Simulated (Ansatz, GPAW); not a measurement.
This is a calculation of Al (Aluminum) for Ansatz 0.2.0. 

input.yaml

```yaml
crystal:
  lattice:
    - [0.0, 2.024805, 2.024805]
    - [2.024805, 0.0, 2.024805]
    - [2.024805, 2.024805, 0.0]
  atoms:
    - { symbol: Al, position: [0.0, 0.0, 0.0] }
kpoints:
  mp_grid: { grid: [11, 11, 11] }
scf:
  occupations: { method: gaussian, width: 0.025 }
hamiltonian:
  xc: pbe
  pseudopotentials: { kind: all_electron, lapw: { basis_error: 0.001 } }
output:
  forces: true
  stress: true
  eigenvalues: true
```

Potentials or basis: all-electron LAPW, scalar-relativistic.

Launch:

```console
$ ansatz run input.yaml --threads 1 --pin off --max-ram 3072MiB --backend cpu --events-out ev --progress --plain --runs-dir out
```

Task: Set up the same calculation for GPAW 26.7.0 (ASE script). Potentials or basis there: GPAW PAW data sets (gpaw-data 1.2.1), cutoff 600 eV.

Result: As run (cutoffs and basis follow the program's own potentials, and thresholds, step limits or extra output files can differ):

run.py

```python
from ase.dft.bandgap import bandgap
from ase.io import read, write
from ase.units import Bohr, GPa
from gpaw import GPAW, PW
from gpaw.elf import elf_from_dft_calculation

atoms = read('Al.xyz')

calc = GPAW(mode=PW(600),
            xc='PBE',
            kpts={'size': (11, 11, 11), 'gamma': True},
            occupations={'name': 'methfessel-paxton', 'order': 0, 'width': 0.025},
            nbands=7,
            convergence={'density': 1e-05, 'energy': 1e-05},
            maxiter=150,
            txt='gpaw.txt')
atoms.calc = calc
energy = atoms.get_potential_energy()
forces = atoms.get_forces()
stress = atoms.get_stress()
calc.write('gs.gpw')
write('result.traj', atoms)
print(f'Energy: {energy:.6f} eV')
print('Forces (eV/A):')
print(forces.round(4))
print('Stress (GPa):', (stress / GPa).round(3))
print('Fermi level:', round(calc.get_fermi_level(), 4), 'eV')
print(f'Gap: {bandgap(calc)[0]:.4f} eV, direct: {bandgap(calc, direct=True)[0]:.4f} eV')

# fields on the real-space grid
write('density.cube', atoms, data=calc.get_pseudo_density() * Bohr**3)
write('potential.cube', atoms, data=calc.get_electrostatic_potential())
write('elf.cube', atoms, data=elf_from_dft_calculation(calc).data)
```

Al.xyz

```xyz
1
Lattice="0.0000000000 2.0248050000 2.0248050000 2.0248050000 0.0000000000 2.0248050000 2.0248050000 2.0248050000 0.0000000000" Properties=species:S:1:pos:R:3 pbc="T T T"
Al     0.0000000000      0.0000000000      0.0000000000
```

Potentials or basis: GPAW PAW data sets (gpaw-data 1.2.1), pw.

Command:

```bash
$ OMP_NUM_THREADS=1 python run.py
```

Both were run:

|  | Ansatz | GPAW |
| --- | --- | --- |
| Pressure | -0.5 GPa | -0.4 GPa |

Where Ansatz's input types no cutoff or centring, it takes its own default and a Γ-centred mesh.

Pressure is positive in compression.
